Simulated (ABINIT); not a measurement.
Crystal: Mo.

```
Mo
1.0
    -1.58381    1.58381    1.58381
     1.58381   -1.58381    1.58381
     1.58381    1.58381   -1.58381
Mo
1
Direct
  0.00000 0.00000 0.00000
```

Base run:

```yaml
Program: ABINIT 10.8.3 (patched build)
Functional: PW91
Potentials_or_basis: JTH PAW PBE v2.0
Cutoff: 408 eV
k_mesh: 12 × 12 × 12
Occupations: fermi-dirac, width 0.05 eV
Spin: no spin polarisation
```

Its results: band gap on the k mesh none (metal or under the smearing width); pressure -1.3 GPa.

The run is repeated on the same cell with these changes: functional from PW91 to PBEsol. What comes out?

Band gap on the k mesh none (metal or under the smearing width); pressure -9.0 GPa.

PBEsol binds more tightly than PW91, so the same cell stands under less pressure.

Caveats: the PAW data sets were made with another functional, which shifts forces and pressure a little.
